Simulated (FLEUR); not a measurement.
# Al (Fm-3m) in FLEUR: further runs, part 2 of 2

FLEUR MaX-R8.1 (later development tree).

**5. Equation of state, LDA (Wigner correlation), 16.60 Å³/atom**

Input file inp.xml:

```xml
<?xml version="1.0" encoding="UTF-8" standalone="no"?>
<fleurInput fleurInputVersion="0.39">
   <comment>
      Al                                                                                                  
   </comment>
   <calculationSetup>
      <cutoffs Kmax="4.1" Gmax="12.7" GmaxXC="12.7" numbands="0"/>
      <scfLoop itmax="60" minDistance="0.00001" maxIterBroyd="15" imix="Anderson" alpha="0.05" precondParam="0.0" spinf="2.0" sdNocoIR="T"/>
      <coreElectrons ctail="T" frcor="F" kcrel="0" coretail_lmax="0"/>
      <xcFunctional name="wign" relativisticCorrections="F"/>
      <magnetism jspins="1"/>
      <soc l_soc="F" theta="0.0" phi="0.0" spav="F"/>
      <expertModes spex="0" secvar="F"/>
      <geometryOptimization l_f="F" forcealpha="1.0" forcemix="BFGS" epsdisp="0.00001" epsforce="0.00001"/>
      <ldaU l_linMix="F" mixParam="0.05" spinf="1.0"/>
   </calculationSetup>
   <cell>
      <bzIntegration valenceElectrons="11.0" mode="hist" fermiSmearingEnergy="0.00183747">
         <kPointListSelection listName="default-1"/>
         <!-- k-points included here -->
         <xi:include xmlns:xi="http://www.w3.org/2001/XInclude" href="kpts.xml"> </xi:include>
      </bzIntegration>
      <!-- symmetry operations included here -->
      <xi:include xmlns:xi="http://www.w3.org/2001/XInclude" href="sym.xml"> </xi:include>
      <bulkLattice scale="1.0000000000">
         <bravaisMatrix>
            <row-1>    0.0000000000000000     3.8263269057207032     3.8263269057207032</row-1>
            <row-2>    3.8263269057207032     0.0000000000000000     3.8263269057207032</row-2>
            <row-3>    3.8263269057207032     3.8263269057207032     0.0000000000000000</row-3>
         </bravaisMatrix>
      </bulkLattice>
   </cell>
   <atomSpecies>
      <species name="Aluminum (Al)" element="Al" atomicNumber="13">
         <mtSphere radius="2.45" gridPoints="829" logIncrement="0.014"/>
         <atomicCutoffs lmax="10" lnonsphr="8"/>
         <electronConfig flipSpins="F">
            <coreConfig>(1s1/2)</coreConfig>
            <valenceConfig>(2s1/2) (2p1/2) (2p3/2) (3s1/2) (3p1/2) (3p3/2)</valenceConfig>
            <stateOccupation state="(3p1/2)" spinUp="0.166667" spinDown="0.166667"/>
            <stateOccupation state="(3p3/2)" spinUp="0.333333" spinDown="0.333333"/>
         </electronConfig>
         <energyParameters s="3" p="3" d="3" f="4"/>
         <lo type="SCLO" l="0" n="2" eDeriv="0"/>
         <lo type="SCLO" l="1" n="2" eDeriv="0"/>
         <lo type="SCLO" l="2" n="3" eDeriv="2"/>
         <lo type="SCLO" l="3" n="4" eDeriv="2"/>
      </species>
   </atomSpecies>
   <atomGroups>
      <atomGroup species="Aluminum (Al)">
         <relPos label="                   1">.0000000000 .0000000000 .0000000000</relPos>
         <force calculate="T" relaxXYZ="TTT"/>
      </atomGroup>
   </atomGroups>
   <output dos="F" band="F" slice="F">
      <checks vchk="F" cdinf="F"/>
      <bandDOS minEnergy="-.5*Htr" maxEnergy="0.5*Htr" sigma="0.015" storeEVData="T"/>
      <vacuumDOS vacdos="F" integ="F" star="F" nstars="0" locx1="0.0" locy1="0.0" locx2="0.0" locy2="0.0" nstm="0" tworkf="0.0"/>
      <unfoldingBand unfoldBand="F" supercellX="1" supercellY="1" supercellZ="1"/>
      <plotting iplot="0" polar="F">
         <plot TwoD="T" vec1="  1.0  0.0  0.0" vec2="  0.0  1.0  0.0" vec3="  0.0  0.0  1.0" zero="  0.0  0.0  0.0" file="plot"/>
      </plotting>
      <chargeDensitySlicing numkpt="0" minEigenval="0.0" maxEigenval="0.0" nnne="0" pallst="F"/>
      <specialOutput eonly="F"/>
      <moessbauerParams electricFieldGradient="T" isomerShift="T" coreHyperfine="T" valenceHyperfine="T"/>
      <magneticCircularDichroism mcd="F" energyLo="-10.0" energyUp="0.0"/>
   </output>
  <!-- We include the file relax.xml here to enable relaxations (see documentation) -->
  <xi:include xmlns:xi="http://www.w3.org/2001/XInclude" href="relax.xml"> <xi:fallback/> </xi:include>
</fleurInput>
```

Run with:

```
inpgen -f crystal.txt -profile fastHighL
# inp.xml edited to the form shown
fleur_MPI
```

It took 5.4 s on 1 thread of Arm Neoverse V1, shared host; peak memory 0.08 GiB.

It converged, with:

```
Free energy                                           : -6574.2695 eV
Band gap on the k mesh                                : none (metal or under the smearing width)
Valence electrons inside the program's atomic spheres : Al 9.71 (radii Al 2.45 bohr)
```

**6. Equation of state, LDA (Wigner correlation), 17.27 Å³/atom (volume scaled by 1.04)**

inp.xml: that of step 5 with these lines changed.

```diff
@@ -24,3 +24,3 @@
       <xi:include xmlns:xi="http://www.w3.org/2001/XInclude" href="sym.xml"> </xi:include>
-      <bulkLattice scale="1.0000000000">
+      <bulkLattice scale="1.0131594038">
          <bravaisMatrix>
```

Potentials or basis: all-electron, FLAPW.

Run with:

```
inpgen -f crystal.txt -profile fastHighL
# inp.xml edited to the form shown
fleur_MPI
```

It took 5.7 s on 1 thread of Arm Neoverse V1, shared host; peak memory 0.08 GiB.

The run converged. Its results:

- Free energy: -6574.2622 eV
- Band gap on the k mesh: none (metal or under the smearing width)
- Valence electrons inside the program's atomic spheres: Al 9.67 (radii Al 2.45 bohr)

**7. Equation of state, LDA (Wigner correlation), 17.60 Å³/atom (volume scaled by 1.06)**

inp.xml: that of step 6 with these lines changed.

```diff
@@ -24,3 +24,3 @@
       <xi:include xmlns:xi="http://www.w3.org/2001/XInclude" href="sym.xml"> </xi:include>
-      <bulkLattice scale="1.0131594038">
+      <bulkLattice scale="1.0196128224">
          <bravaisMatrix>
```

Run with:

```
inpgen -f crystal.txt -profile fastHighL
# inp.xml edited to the form shown
fleur_MPI
```

It took 5.7 s on 1 thread of Arm Neoverse V1, shared host; peak memory 0.08 GiB.

Results (log left out):

```yaml
Free_energy: -6574.2548 eV
Band_gap_on_the_k_mesh: none (metal or under the smearing width)
Valence_electrons_inside_the_program's_atomic_spheres: Al 9.65 (radii Al 2.45 bohr)
```

**8. Equation of state, LDA (Wigner correlation)**

This step only gathers the single runs of the series.

Results:

```yaml
Equilibrium_volume: 16.52 Å³/atom
Bulk_modulus: 75 GPa
Pressure_derivative_of_the_bulk_modulus: "4.6 (rough: it moves with the points fitted)"
```

Energy against volume, from the lowest point:
```csv
volume (Å³/atom),energy (meV/atom)
15.607,13.13
15.939,5.07
16.603,0.00
17.267,7.24
17.599,14.67
```

**9. Comparison with measurements**

Step 8. Measured bulk modulus of Al: 76.9 GPa (quoted in “The interpretation of polycrystalline coherent inelastic neutron scattering from aluminium”, 2013, pmc:3831299). This calculation gives 75 GPa (-1.8 %). The fit is for a static lattice scaled at fixed shape and fixed fractional positions. The cell as given is a measured one (16.60 Å³/atom); LDA (Wigner correlation) puts the equilibrium volume -0.5 % from it, thermal expansion not counted.
